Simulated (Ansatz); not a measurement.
Zone-centre phonons of InP at 18 GPa: input and output

Level of theory: DFT LDA, scalar-relativistic, plane waves, PAW (Ansatz 0.2.0).

Launched with:
```bash
ansatz run input.yaml --threads 1 --pin off --max-ram 3072MiB --backend cpu --events-out ev --progress --plain --runs-dir out
```

Input (bare energies are in eV):
```yaml
crystal:
  lattice:
    - [0.0, 2.5826107392, 2.5826107392]
    - [2.5826107392, 0.0, 2.5826107392]
    - [2.5826107392, 2.5826107392, 0.0]
  atoms:
    - { symbol: In, position: [0.0, 0.0, 0.0] }
    - { symbol: P, position: [0.5, 0.5, 0.5] }
basis:
  ecutwfc: 420
kpoints:
  mp_grid: { grid: [14, 14, 14] }
hamiltonian:
  xc: lda
scf:
  occupations: { method: fermi_dirac, width: 0.15 }
output:
  eigenvalues: true
phonons:
  method: dfpt
  eigenvectors: true
```

Results section of the output:
```
--- Phonons (Γ-DFPT): 2 representative perturbations + reference, on 244 of 2744 k-points (Σ response iterations 6) ---
  k mesh reduced under 8 symmetry operations, with k and −k counted as one. Each operation leaves every solved perturbation unchanged. A smaller set is not used because it would not reduce the number of displacements ...
  ASR residual: 1.621e-5 → 0.000e0 eV/Å²; symmetrization residual: 8.648e-6 eV/Å²
  ASR residual per site (eV/Å²): 5.09e-7 1.62e-5
  Γ frequencies (cm⁻¹): 0.00 0.00 0.00 259.84 259.84 259.84
  non-analytic LO–TO correction: not included (Born effective charges unavailable; polar crystals: no LO–TO splitting at Γ)
```

Time: 25 s on 1 thread of Intel(R) Xeon(R) Platinum 8488C (Sapphire Rapids) (shared host), peak memory 0.7 GiB.

In a metal, frequencies and elastic constants depend on the k mesh and the smearing, soft modes and shear constants most. Other phases may be more stable at this pressure.

This rock-salt form isn't the usual stable structure of the compound at low pressure.